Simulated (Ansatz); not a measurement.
**WS2 (2H monolayer): spin-orbit coupling beyond the local functionals**

Wanted: gaps of WS2 (2H monolayer) with and without spin-orbit coupling, with cost.

Calculated with Ansatz 0.2.0; density functionals with and without spin-orbit coupling, plane waves, PAW.

**Experimental background.**

- Gap 2.238 ± 0.003 eV: free-particle direct gap at K; magneto-absorption of Rydberg excitons; 4 K; monolayer (exfoliated monolayer encapsulated in hBN) (“Revealing exciton masses and dielectric properties of monolayer semiconductors with high magnetic fields”, 2019, pmc:6744484).

- Gap 2.14 eV: transport (quasiparticle) gap of monolayer from electron and hole threshold voltage difference; ionic liquid gated FET transport; 240 K; monolayer (exfoliated monolayer on SiO2/Si covered by DEME-TFSI ionic liquid) (“Mono- and Bilayer WS2 Light-Emitting Transistors”, 2014, arxiv:1403.7551).

- Gap 1.96 eV: optical gap, exciton emission peak from PL; photoluminescence, 532 nm; 300 K; monolayer (CVD-grown monolayer) on SiO2/Si (“Enhancing and controlling valley magnetic response in MoS2/WS2 heterostructures by all-optical route”, 2019, pmc:6748949).

- Gap 2.73 eV: single-particle (quasiparticle) direct gap at K; two-photon photoluminescence excitation; monolayer (mechanically exfoliated monolayer) (“Exciton Binding Energy of Monolayer WS2”, 2014, arxiv:1403.5108).

- Gap 2 eV: optical gap from strongest PL peak (620.9 nm); photoluminescence, 532 nm excitation; monolayer on SiO2/Si (“Preparation and Research of Monolayer WS2 FETs Encapsulated by h-BN Material”, 2021, pmc:8464811).

This is a selection; 30 further reports are not listed.

This is a report of a sequence of runs, with most program output left out.

**1. The starting structure**

The cell holds 3 atoms: 1 W and 2 S. Cell: a = 3.188 Å, b = 3.188 Å, c = 30.833 Å, α = 90.0°, β = 90.0°, γ = 120.0°. Vacuum lies along c.

The structure was relaxed with PBE. The runs that relaxed it are not among those shown. Spin-orbit coupling is left out unless a step names it. The default PAW set here is soft_2. Its files were made with PBE. The Coulomb interaction is cut off across the vacuum.

**2. HSE06, 6×6×1 mesh**

This step: DFT, HSE06, plane waves, PAW.

input.yaml

```yaml
crystal:
  lattice:
    - [3.1877167037, 0.0, 0.0]
    - [-1.5938583519, 2.7606436455, 0.0]
    - [0.0, 0.0, 30.8325707176]
  atoms:
    - { symbol: W, position: [0.3333333333, 0.6666666667, 0.2918991116] }
    - { symbol: S, position: [0.6666666667, 0.3333333333, 0.3428702885] }
    - { symbol: S, position: [0.6666666667, 0.3333333333, 0.2409279346] }
  periodic: [true, true, false]
kpoints:
  mp_grid: { grid: [6, 6, 1] }
  band_path:
    path: [[0.0, 0.0, 0.0], [0.5, 0.0, 0.0], [0.3333333333, 0.3333333333, 0.0]]
    npoints: 1
hamiltonian:
  xc: hse06
scf:
  occupations: { method: fixed }
  n_extra_bands: 5
output:
  eigenvalues: true
```

Launch:

```sh
> ansatz run input.yaml --threads 3 --pin off --max-ram 92160MiB --backend cuda --events-out ev --progress --plain --runs-dir out --devices 1 --max-vram 13GiB  # rebuilt from the run's record
```

Wall time 13 s (1 × NVIDIA H100 80GB HBM3 (shared by 6 runs) with 3 threads of AMD EPYC 7R13 (Zen 3), shared host); peak memory 1.6 GiB; 15 s of CPU time.

Numbers from this step:

```
gap                     : 2.296 eV
valence top at          : K
conduction bottom at    : K
least direct gap        : 2.296 eV
exact-exchange fraction : 0.25
```

The gap is direct, at (0.333, 0.333, 0.000).

**3. HSE06+SOC, 6×6×1 mesh**

Spin-orbit coupling can split or shift the edges; a non-collinear run measures by how much.

This step: DFT, HSE06 with spin-orbit coupling, plane waves, PAW.

Edit input.yaml of step 2 so:

```diff
@@ -19,3 +19,6 @@
   occupations: { method: fixed }
-  n_extra_bands: 5
+  n_extra_bands: 10
+magnetization:
+  noncollinear: true
+  spin_orbit: true
 output:
```

It took 39 s on 1 × NVIDIA H100 80GB HBM3 (shared by 6 runs) with 3 threads; peak memory 2 GiB; 51 s of CPU time.

This step gave:

```
gap                     : 2.007 eV
valence top at          : K
conduction bottom at    : K
least direct gap        : 2.007 eV
exact-exchange fraction : 0.25
```

The gap stands −0.29 eV against HSE06.

**4. Together**

Times are wall times on 1 × NVIDIA H100 80GB HBM3 (shared by 6 runs) with 3 threads of AMD EPYC 7R13 (Zen 3), shared host, good to a factor of about two.

```
level  gap (eV)  with coupling (eV)  change (eV)  time  with coupling
HSE06      2.30                2.01        −0.29  13 s           39 s
```

**5. What came out**

* HSE06: 2.30 eV
* HSE06+SOC: 2.01 eV

**Reading.** Spin-orbit coupling changes the gap by −0.29 eV and the least direct gap by −0.29 eV. Against experiment, by HSE06+SOC: the direct gap of 2.01 eV lies −0.23 eV from the measured 2.238 ± 0.003 eV (electronic, 4 K, encapsulated, 2019); the gap of 2.01 eV lies −0.13 eV from the measured 2.14 eV (transport, 240 K, 2014); the direct gap of 2.01 eV lies +0.05 eV from the measured 1.96 eV (exciton, 300 K, on SiO2/Si, 2019); the direct gap of 2.01 eV lies −0.72 eV from the measured 2.73 eV (electronic, 2014); the direct gap of 2.01 eV lies +0.01 eV from the measured 2 eV (exciton, on SiO2/Si, 2021). An exciton line or allowed optical edge lies below the quasiparticle gap by the binding energy; a forbidden edge can push the onset above it. The computed sheet is free-standing; a substrate or cover screens it further and lowers both gap and binding, while the exciton line moves little. The lattice is static and excitons are left out.

[Paths, hosts, dates, memory and timing lines, banners, echoed tables and standing remarks are left out of the program output.]

[Logs are printed without paths, hosts, clocks, repeated set-up lines and the standing remarks that a program may print on its own settings, such as how far it seeks lower states.]

[Runs of the session that timed out or met a known fault of the program may be left out.]

[Cells called generated may have been cut or substituted from an entry of the Crystallography Open Database or the Materials Project.]

[Hosts, paths, dates, database ids (printed as entryN), source tags and the programs' standing remarks are cut or masked in the printed files.]
